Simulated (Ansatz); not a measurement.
# C: a normal mode against strain

Aim: map the energy of C (P6_3/mmc, No. 194; 4 atoms in the cell) over two coordinates, and find its wells, ridges and stiffness.

The COD entry's cell or inner coordinates are ideal or old and differ from later refinements, so a difference from it is no clean test against experiment.

Computed with Ansatz 0.2.0 (DFT PBE, scalar-relativistic, plane waves, PAW, unless a step's input says otherwise).

2 further runs of the same task are left out: 2 set aside as unsound or not needed. Runs told in other sessions of the task aren't counted.

## (1) Starting point

The structure is hexagonal, space group P6_3/mmc (No. 194). Conventional cell: a = 2.467 Å, b = 2.467 Å, c = 8.565 Å, α = 90.00°, β = 90.00°, γ = 120.00°. Around C (site symmetry -6m2) lie 3 C at 1.42 Å.

Structure file:

```cif
data_structure
_symmetry_space_group_name_H-M 'P 1'
_symmetry_Int_Tables_number 1
_cell_length_a 2.4665
_cell_length_b 2.4665
_cell_length_c 8.5653
_cell_angle_alpha 90.000
_cell_angle_beta 90.000
_cell_angle_gamma 120.000
_cell_volume 45.13
loop_
_atom_site_label
_atom_site_type_symbol
_atom_site_fract_x
_atom_site_fract_y
_atom_site_fract_z
_atom_site_occupancy
C1 C 0.00000 0.00000 0.00250 1
C2 C 0.00000 0.00000 0.50250 1
C3 C 0.33333 0.66667 0.00250 1
C4 C 0.66667 0.33333 0.50250 1
```

This cell was relaxed beforehand with the same method: volume 11.28 Å³/atom, gap on the mesh none (metal).

## (5) Plan of the scan

The energy is mapped over a normal mode and a strain (zone-centre modes of the cell shown) (x along [1 0 0], y along [1 2 0], z along [0 0 1] of the conventional cell).

The axes are (1) amplitude of mode 4 (7 cm⁻¹), largest displacement in the unstrained cell: 7 values from −0.427 Å; (2) normal strain along x: 7 values from −7.00 %.

Nothing else is relaxed (the pattern is fixed in fractional coordinates). Energies count from the relaxed high-symmetry cell. Points are written as (first, second).

Displacement patterns for an amplitude of 1 (Å):

```csv
atom,x1,y1,z1
C1,1.000,0.000,0.000
C2,-1.000,0.000,0.000
C3,1.000,0.000,0.000
C4,-1.000,0.000,0.000
```

(The set-up runs are not shown.)

## (6) The run at (−0.285 Å, −2.33 %)

input.yaml

```yaml
crystal:
  lattice:
    - [2.4090531405, 0.0, 0.0]
    - [-1.2045265702, 2.1360716891, 0.0]
    - [0.0, 0.0, 8.5653080463]
  atoms:
    - { symbol: C, position: [-0.1154234408, 0.0, 0.0025] }
    - { symbol: C, position: [0.1154234408, 0.0, 0.5025] }
    - { symbol: C, position: [0.2179076977, 0.6666666667, 0.0025] }
    - { symbol: C, position: [0.7820923023, 0.3333333333, 0.5025] }
basis:
  ecutwfc: 520.0
kpoints:
  mp_grid: { grid: [18, 18, 6] }
hamiltonian:
  xc: pbe
  pseudopotentials: { kind: paw, azcp: { folder: soft_1 } }
scf:
  occupations: { method: gaussian, width: 0.15 }
output:
  forces: true
  stress: true
  eigenvalues: true
```

Launch:

```bash
$ ansatz run input.yaml --threads 2 --pin off --max-ram 4096MiB --backend cpu --events-out ev --progress --plain --runs-dir out
```

The session goes on with these runs: the other points that were computed.

**Question.** What will these runs give? Wanted: lowest point; highest computed point; modes; band gap on the k-mesh.

**Answer**, as computed:

| quantity | value |
| --- | --- |
| lowest point | (0.000 Å, 0.00 %), 0.00 eV |
| highest computed point | (−0.427 Å, −7.00 %), 0.67 eV above the lowest |
| modes | 12 from 0 to 1528 cm⁻¹ |
| band gap on the k-mesh (eV) | 0.00 at (−0.427 Å, 0.00 %) to 0.89 at (0.000 Å, −7.00 %); 0.00 at the lowest point |
| time for all points | 11 min on 2 threads, shared host |

What this shows: No mode of this cell is imaginary beyond 10 cm⁻¹; other wave vectors were not probed. The lowest computed point is at (0.000 Å, 0.00 %), which is the relaxed high-symmetry cell itself. The highest computed point, (−0.427 Å, −7.00 %), lies 0.67 eV above the lowest. The gap closes in part of the range.

These are semilocal Kohn-Sham gaps, which aren't the measured quantity. Such gaps usually fall short of the measured ones. The cell is layered and no dispersion term is used, so the spacing and stiffness across the layers are uncertain.
